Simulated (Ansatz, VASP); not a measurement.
Given: the input of a run of Ansatz 0.2.0 on SnO.

Contents of input.yaml:

```yaml
crystal:
  lattice:
    - [3.81369522, 0.0, 0.0]
    - [0.0, 3.81369522, 0.0]
    - [0.0, 0.0, 4.8869133]
  atoms:
    - { symbol: Sn, position: [0.5, 0.0, 0.76462614] }
    - { symbol: Sn, position: [0.0, 0.5, 0.23537386] }
    - { symbol: O, position: [0.0, 0.0, 0.0] }
    - { symbol: O, position: [0.5, 0.5, 0.0] }
hamiltonian:
  xc: lda
  pseudopotentials: { kind: paw }
kpoints:
  mp_grid: { grid: [7, 7, 6] }
scf:
  occupations: { method: fixed }
output:
  eigenvalues: true
dielectric:
  method: response
```

Potentials or basis: Ansatz PAW.

Launch:

```bash
$ ansatz run input.yaml --threads 1 --pin off --max-ram 3584MiB --backend cpu --events-out ev --progress --plain --runs-dir out
```

Question: Set up the same calculation for VASP 6.6.1. Potentials there: VASP PAW LDA potentials, release 64 (Sn_d, O).

Answer: As run (the cutoff follows the program's own potentials):

File INCAR:

```
SYSTEM = SnO
ALGO     = Fast           ! electronic algorithm
EDIFF    = 1E-8           ! SCF threshold, eV
ENCUT    = 520            ! plane-wave cutoff, eV
IBRION   = 8              ! ionic algorithm
ISIF     = 2              ! what is computed and relaxed
ISMEAR   = -1             ! smearing method
LASPH    = .True.         ! aspherical terms in the spheres
LCHARG   = .False.        ! write CHGCAR
LEPSILON = .True.         ! dielectric tensor by DFPT
LREAL    = .False.        ! projectors in reciprocal space
LWAVE    = .False.        ! write WAVECAR
NELM     = 100            ! most SCF steps
PREC     = Accurate       ! precision mode
SIGMA    = 0.05           ! smearing width, eV
```

The input KPOINTS:

```
k-points
0
Gamma
  7 7 6
  0 0 0
```

File POSCAR:

```
SnO
1.0
    3.8136952200      0.0000000000      0.0000000000
    0.0000000000      3.8136952200      0.0000000000
    0.0000000000      0.0000000000      4.8869133000
Sn O
2 2
Direct
    0.5000000000      0.0000000000      0.7646261400
    0.0000000000      0.5000000000      0.2353738600
    0.0000000000      0.0000000000      0.0000000000
    0.5000000000      0.5000000000      0.0000000000
```

Potentials or basis: VASP PAW LDA potentials, release 64 (Sn_d, O).

Run with:

```sh
$ cat potpaw_LDA.64/Sn_d/POTCAR potpaw_LDA.64/O/POTCAR > POTCAR
$ mpirun -np 1 vasp_std > vasp.out
```

Both were run:

|  | VASP | Ansatz | Ansatz less VASP |
| --- | --- | --- | --- |
| gap on the k mesh at the Fermi level (eV) | 0.44 | 0.45 | +0.013 |
| least direct gap on the mesh (eV) | 1.96 | 2.01 | +0.047 |
| mean electronic dielectric constant | 7.70 | 7.64 | -0.060 |
| mean Born charge of the atom that differs most (e) | 3.02 | 3.01 | -0.005 |

Caveats: the gap is small at this level, which inflates the dielectric constant; spin-orbit coupling is left out, which moves the levels of the heavy elements; an odd mesh through Γ misses points on the zone boundary, where band edges often lie (VASP); odd divisions of the mesh miss points on the zone boundary, where band edges often lie, so the gap on the mesh can be too wide (Ansatz). A hybrid or GW would open this gap; LDA tends to underestimate it.
